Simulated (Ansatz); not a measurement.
# ZnO (zincite) (P6_3mc) in Ansatz: notebook

Aim: see how the results for ZnO (zincite) move with the level of theory and the settings. Levels: PBE, LDA. Tasks: single point, relaxation of cell and atoms.

Everything below comes from runs of Ansatz 0.2.0. Logs are shortened: lines on timing, memory, paths and dates and some standing lists are left out, and cuts for length are marked.

**The experiment to reproduce.**

From “Electronic structure of alkaline earth and post-transition metal oxides”, 2009, arxiv:0908.1581, for a bulk crystal of ZnO: band gap 3.37 eV.

The results are compared with them further down.

## Step 1: The structure

The structure is hexagonal, space group P6_3mc (No. 186). Conventional cell: a = 3.249 Å, b = 3.249 Å, c = 5.206 Å, α = 90.00°, β = 90.00°, γ = 120.00°. Around Zn (site symmetry 3m) lie 4 O at 1.97 to 1.98 Å. O (site symmetry 3m) has 4 Zn at 1.97 to 1.98 Å as nearest neighbours.

## Step 2: Single point, PBE

The input, input.yaml:

```yaml
crystal:
  lattice:
    - [3.249308, 0.0, 0.0]
    - [-1.624654, 2.8139832727, 0.0]
    - [0.0, 0.0, 5.205709]
  atoms:
    - { symbol: Zn, position: [0.6666666667, 0.3333333333, 0.0] }
    - { symbol: Zn, position: [0.3333333333, 0.6666666667, 0.5] }
    - { symbol: O, position: [0.3333333333, 0.6666666667, 0.87901] }
    - { symbol: O, position: [0.6666666667, 0.3333333333, 0.37901] }
hamiltonian:
  xc: pbe
  pseudopotentials: { kind: paw }
kpoints:
  mp_grid: { grid: [9, 9, 5] }
scf:
  occupations: { method: gaussian, width: 0.026 }
output:
  forces: true
  stress: true
  eigenvalues: true
```

Potentials or basis: Ansatz PAW.

The run is started by

```bash
$ ansatz run input.yaml --threads 2 --pin off --max-ram 5632MiB --backend cpu --events-out ev --progress --plain --runs-dir out
```

Output:

```text
Warning: RAYON_NUM_THREADS=2 ignored (pool sized by the plan → 2); use --threads N
Engine: ansatz 0.2.0, x86_64-unknown-linux-gnu
Pseudopotentials: kind: paw
Pseudopotential: Zn, paw, valence charge 12, recommended cutoff 420 eV (normal), Zn.paw.azcp
Pseudopotential: O, paw, valence charge 6, recommended cutoff 420 eV (normal), O.paw.azcp
Functional definition: PBE
  parameter kappa = 0.804
  parameter beta = 0.06672455060314922
  exchange = pbe_x(kappa = kappa, mu = beta*pi^2/3)
  correlation = pbe_c(beta = beta)
Crystal: 4 atoms, lattice volume = 47.598 Å³
Basis set: ecut = 420 eV, 941 PW (Γ), exchange–correlation on 48×48×72 points (8 copies of the dense FFT grid, shifted against one another)
Bands: 22, of which v1, the nominal top of the filled ones, is band 18 counted from 1 (17 counted from 0)
Symmetry: 12 space group operations
Space group: P63mc (ITA 186), of the structure as read, at distance tolerance 3.6e-5 Å
k-points: 36 of 405 (time reversal used)
Non-local potential: Zn, projectors of the file, l = 0: 2, l = 1: 2, l = 2: 3, l = 3: 1
Non-local potential: O, projectors of the file, l = 0: 2, l = 1: 2, l = 2: 1
PAW form: soft (Blöchl's): semilocal exchange-correlation on the pseudo side does not see the compensation charge
PAW one-centre angular grid: Zn, 590 points (default); XC on 64 Gauss nodes
PAW one-centre angular grid: O, 110 points (default); XC on 64 Gauss nodes
Initial density: superposition of atomic densities (neutral atoms: chi_scale 0, normalization atom), corrected by the library's trained network
Initial wavefunctions: pseudopotential atomic-orbital guess
Functional: x = pbe(κ = 0.804, μ = 0.2195149727645171), c = pbe(β = 0.06672455060314922)
SCF iter   1: F=—  HF=-7773.665039 eV  |F-HF|=—  |Δ(HF+E_count)|=         —  Δρ=6.59e-4  dr2=6.16e-5  ethr=1.77e-3  ⟨swp⟩=6.0  Hψ=3602  notcnv=0
preconditioner: auto → Resta (q_TF=auto, 2.604 Å⁻¹)  ε∞=7.5  [insulator: Δε(μ)=0.806 eV  Ē_g=12.691 eV  σ=0.026 eV  W_gap=1.00  n_scr=22 (ndim 8)  ℏωp=32.3 eV  f_vac=0.035  D(μ)=0.00/eV (n_scr^D=0)  ε∞_Penn≈7.5]
SCF iter   2: F=—  HF=-7773.666244 eV  |F-HF|=—  |Δ(HF+E_count)|=   1.20e-3  Δρ=4.11e-4  dr2=2.69e-5  ethr=1.71e-7  ⟨swp⟩=2.8  Hψ=2059  notcnv=0
SCF iter   3: F=—  HF=-7773.666320 eV  |F-HF|=—  |Δ(HF+E_count)|=   7.68e-5  Δρ=2.38e-4  dr2=1.18e-5  ethr=7.48e-8  ⟨swp⟩=2.0  Hψ=1367  notcnv=0
SCF iter   4: F=—  HF=-7773.666358 eV  |F-HF|=—  |Δ(HF+E_count)|=   3.74e-5  Δρ=1.06e-4  dr2=2.27e-6  ethr=3.27e-8  ⟨swp⟩=2.0  Hψ=1338  notcnv=0
SCF iter   5: F=—  HF=-7773.666366 eV  |F-HF|=—  |Δ(HF+E_count)|=   8.57e-6  Δρ=2.85e-5  dr2=2.09e-7  ethr=6.31e-9  ⟨swp⟩=2.0  Hψ=1379  notcnv=0
SCF iter   6: F=-7773.666367 eV  HF=-7773.666367 eV  |F-HF|=3.54e-8  |Δ(HF+E_count)|=   6.67e-7  Δρ=1.51e-5  dr2=7.87e-8  ethr=2.78e-10  ⟨swp⟩=5.4  Hψ=3595  notcnv=0
SCF 1 converged in 6 iterations: F = -7773.666367 eV  dr2 = 7.87e-8
SCF converged after 6 iterations
Free energy (F): -7773.666367 eV
Harris-Foulkes:  -7773.666367 eV  (|F-HF|=3.54e-8)
Internal energy: -7773.666367 eV  (E = F + TS)
E sigma→0 (E₀):  -7773.666367 eV
Fermi energy:    7.624234 eV
--- Per-component energies (eV) ---
  E_band       = 65.615310
  E_kinetic    = 611.974947
  E_local      = -4003.455373  (includes V_loc(G=0)·N_el)
  E_nonlocal   = 1335.429387
  E_hartree    = 1645.556975
  E_xc         = -420.048981
  E_vxc        = -289.987090  (∫ρ·V_xc dr)
  E_paw        = -3980.532822  (= ΣΔE_a)
  E_vpaw       = -879.460900  (= ΣTr[D̂ρ^β])
  E_aug_tail   = 0.004244  (compensation charges beyond the density's cutoff)
  E_ewald      = -2962.594745
  E_smearing   = -0.000000  (= −TS)
  E_closure    = -0.000000  (closes the sum)
  Σ components = -7773.666367   (vs F -7773.666367, Δ=0.00e0)
--- Forces (eV/Å), atoms counted from 1 ---
  atom   1  Zn     0.00000000     0.00000000    -0.06997511
  atom   2  Zn     0.00000000    -0.00000000    -0.06997511
  atom   3  O     -0.00000000     0.00000000     0.06994174
  atom   4  O      0.00000000    -0.00000000     0.06994174
  max |Σ_I F_I| component: 6.67e-5 eV/Å
--- Stress (GPa, compression-positive) ---
        4.347666       0.000000      -0.000000
        0.000000       4.347666      -0.000000
       -0.000000      -0.000000       6.050586
  P = ⅓ Tr σ = 4.9153 GPa (49.153 kbar)
--- Band table (eV; the first three rows and the last of 36) ---
  k-point 0: bands = ["-10.8513", "-10.1177", "1.5263", "1.5263", "1.5655", "1.6115", "1.7236", "1.7236", "2.6961", "2.6961", "2.9097", "2.9097", "3.1768", "6.4114", "6.4114", "7.1491", "7.2216", "7.2216", "8.0263", "12.4528", "15.4876", "20.0994"]
  k-point 1: bands = ["-10.7848", "-10.1914", "1.4520", "1.4933", "1.5363", "1.5363", "1.6948", "1.6948", "2.7241", "2.7241", "2.8980", "2.8980", "3.6141", "6.4384", "6.4903", "6.4903", "7.1457", "7.1457", "8.8639", "12.1200", "15.7887", "20.0909"]
  k-point 2: bands = ["-10.6071", "-10.3806", "1.3075", "1.3540", "1.5709", "1.5709", "1.6309", "1.6309", "2.7902", "2.7902", "2.8573", "2.8573", "4.5067", "5.4819", "6.6958", "6.6958", "6.9463", "6.9463", "10.0893", "11.2528", "16.6822", "18.1722"]
  k-point 35: bands = ["-9.9911", "-9.9911", "1.5246", "1.5246", "1.6454", "1.8476", "2.2872", "2.2872", "2.6870", "2.7239", "3.1932", "3.1932", "3.5445", "3.5445", "4.2449", "4.8439", "5.9328", "5.9328", "15.1701", "15.1834", "15.1834", "15.2940"]
```

Run time: 5.2 s. Hardware: 2 threads of Intel Xeon at 2.50GHz (Skylake/Cascade Lake), shared host; peak memory 0.37 GiB.

What came out:

* Free energy: -7773.6664 eV
* Pressure: 4.9 GPa
* Largest force: 0.070 eV/Å
* Band gap on the k mesh: 0.80 eV, direct

Forces in eV/Å, atoms in the order of the input:
```
Zn   0.000  0.000 -0.070
Zn   0.000  0.000 -0.070
O    0.000  0.000  0.070
O    0.000  0.000  0.070
```

Stress tensor (GPa, compression positive):
```
4.35 0.00 0.00
0.00 4.35 0.00
0.00 0.00 6.05
```

Caveat: odd divisions of the mesh miss points on the zone boundary, where band edges often lie, so the gap on the mesh can be too wide; the pressure holds a Pulay correction of +0.7 GPa for the finite cutoff.

## Step 3: Single point, PBE

Edit input.yaml of step 2 so:

```diff
@@ -16,3 +16,3 @@
 scf:
-  occupations: { method: gaussian, width: 0.026 }
+  occupations: { method: gaussian, width: 0.027 }
 output:
```

Potentials or basis: Ansatz PAW.

The run is started by

```bash
$ ansatz run input.yaml --threads 2 --pin off --max-ram 5632MiB --backend cpu --events-out ev --progress --plain --runs-dir out
```

It took 4.6 s on 2 threads of Intel Xeon at 2.50GHz (Skylake/Cascade Lake), shared host; peak memory 0.37 GiB.

Results (log left out):

```yaml
Free_energy: -7773.6664 eV
Pressure: 4.9 GPa
Largest_force: 0.070 eV/Å
Band_gap_on_the_k_mesh: 0.80 eV, direct
```

Forces in eV/Å, atoms in the order of the input:
```
Zn   0.000  0.000 -0.070
Zn   0.000  0.000 -0.070
O    0.000  0.000  0.070
O    0.000  0.000  0.070
```

Stress tensor (GPa, compression positive):
```
4.35 0.00 0.00
0.00 4.35 0.00
0.00 0.00 6.05
```

Levels at points of the mesh, in eV from the valence-band top:
| k point | band 14 | band 15 | band 16 | band 17 | band 18 | band 19 | band 20 | band 21 | band 22 |
| --- | --- | --- | --- | --- | --- | --- | --- | --- | --- |
| (0.00, 0.00, 0.00) | -0.81 | -0.81 | -0.07 | 0.00 | 0.00 | 0.80 | 5.23 | 8.27 | 12.88 |

Caveat: odd divisions of the mesh miss points on the zone boundary, where band edges often lie, so the gap on the mesh can be too wide; the pressure holds a Pulay correction of +0.7 GPa for the finite cutoff.

## Step 4: Relaxation of cell and atoms, LDA

Edit input.yaml of step 3 so:

```diff
@@ -11,3 +11,3 @@
 hamiltonian:
-  xc: pbe
+  xc: lda
   pseudopotentials: { kind: paw }
@@ -16,3 +16,3 @@
 scf:
-  occupations: { method: gaussian, width: 0.027 }
+  occupations: { method: fermi_dirac, width: 0.05 }
 output:
@@ -20,2 +20,9 @@
   stress: true
-  eigenvalues: true
+  write_density: true
+  write_potential: true
+  elf: true
+  volumetric_format: npy
+relax:
+  f_tol: 0.01
+  max_steps: 40
+  cell: { stress_tol: 0.05 }
```

The run is started by

```bash
$ ansatz run input.yaml --threads 2 --pin off --max-ram 5632MiB --backend cpu --events-out ev --progress --plain --runs-dir out
```

Wall time 26 s (2 threads of Intel Xeon at 2.50GHz (Skylake/Cascade Lake), shared host); peak memory 0.39 GiB.

Results (log left out):

```
Free energy                            : -7603.9397 eV
Relaxed volume                         : 11.33 Å³/atom
Relaxed cell                           : a = 3.187 Å, b = 3.187 Å, c = 5.152 Å, α = 90.00°, β = 90.00°, γ = 120.00°
Space group after relaxing (to 0.05 Å) : P6_3mc (No. 186)
Energy gained by relaxing              : 13.5 meV/atom
Ionic steps                            : 7
Pressure after relaxing                : 0.0 GPa
Band gap on the k mesh                 : 0.80 eV, direct
```

The path:
| step | energy change (eV) | largest force (eV/Å) | volume (Å³) |
| --- | --- | --- | --- |
| 1 | 0.0000 | 0.0516 | 47.60 |
| 2 | -0.0470 | 0.0386 | 46.41 |
| 3 | -0.0644 | 0.0021 | 45.34 |
| 4 | -0.0640 | 0.0008 | 45.42 |
| 5 | -0.0538 | 0.0006 | 45.42 |
| 6 | -0.0544 | 0.0003 | 45.32 |
| 7 | -0.0540 | 0.0003 | 45.32 |

Final structure:
```cif
data_structure
_symmetry_space_group_name_H-M 'P 1'
_symmetry_Int_Tables_number 1
_cell_length_a 3.1872
_cell_length_b 3.1872
_cell_length_c 5.1522
_cell_angle_alpha 90.000
_cell_angle_beta 90.000
_cell_angle_gamma 120.000
_cell_volume 45.32
loop_
_atom_site_label
_atom_site_type_symbol
_atom_site_fract_x
_atom_site_fract_y
_atom_site_fract_z
_atom_site_occupancy
Zn1 Zn 0.66667 0.33333 0.00028 1
Zn2 Zn 0.33333 0.66667 0.50028 1
O1 O 0.33333 0.66667 0.87873 1
O2 O 0.66667 0.33333 0.37873 1
```

Levels at points of the mesh, in eV from the valence-band top:
```csv
k point,band 16,band 17,band 18,band 19,band 20,band 21
"(0.00, 0.00, 0.00)",-0.11,0.00,0.00,0.80,5.29,8.19
```

Caveat: odd divisions of the mesh miss points on the zone boundary, where band edges often lie, so the gap on the mesh can be too wide; the plane-wave basis is chosen anew once the cell has moved, so the energies of steps on either side of that aren't comparable; the pressure holds a Pulay correction of +0.9 GPa for the finite cutoff; the PAW data sets come from PBE, with cores solved anew for the run's functional, which leaves a small shift of forces and pressure. LDA usually gives volumes a few per cent too small.

## Step 5: Summary

| task | level | cell | smearing | gap on the mesh (eV) | pressure (GPa) | largest force (eV/Å) |
| --- | --- | --- | --- | --- | --- | --- |
| single point | PBE | as given | gaussian 0.026 eV | 0.80 | 4.9 | 0.07 |
| single point | PBE | as given | gaussian 0.027 eV | 0.80 | 4.9 | 0.07 |
| relaxation of cell and atoms | LDA | relaxed | fermi-dirac 0.05 eV | 0.80 | 0.0 | - |

Alike in all rows: potentials or basis Ansatz PAW; no spin polarisation; k mesh 9 × 9 × 5; cutoff (eV) 420.

Caveats: odd divisions of the mesh miss points on the zone boundary, where band edges often lie, so the gap on the mesh can be too wide; the plane-wave basis is chosen anew once the cell has moved, so the energies of steps on either side of that aren't comparable (some runs); the PAW data sets come from PBE, with cores solved anew for the run's functional, which leaves a small shift of forces and pressure (some runs).

Absolute energies hang on the potentials; compare differences alone.

## Step 6: Against experiment

Step 2. A measured gap of ZnO is 3.37 eV (quoted in “Electronic structure of alkaline earth and post-transition metal oxides”, 2009, arxiv:0908.1581); the calculated 0.80 eV misses it by -2.57 eV. So large a miss can be the level of theory's own, or it may mean another phase, state or a wrong row. The value is that of PBE, without temperature or zero-point motion. Semilocal functionals fall short of measured gaps as a rule.

Step 3. A measured gap of ZnO is 3.37 eV (quoted in “Electronic structure of alkaline earth and post-transition metal oxides”, 2009, arxiv:0908.1581); the calculated 0.80 eV misses it by -2.57 eV. So large a miss can be the level of theory's own, or it may mean another phase, state or a wrong row. The value is that of PBE, without temperature or zero-point motion. Semilocal functionals fall short of measured gaps as a rule.
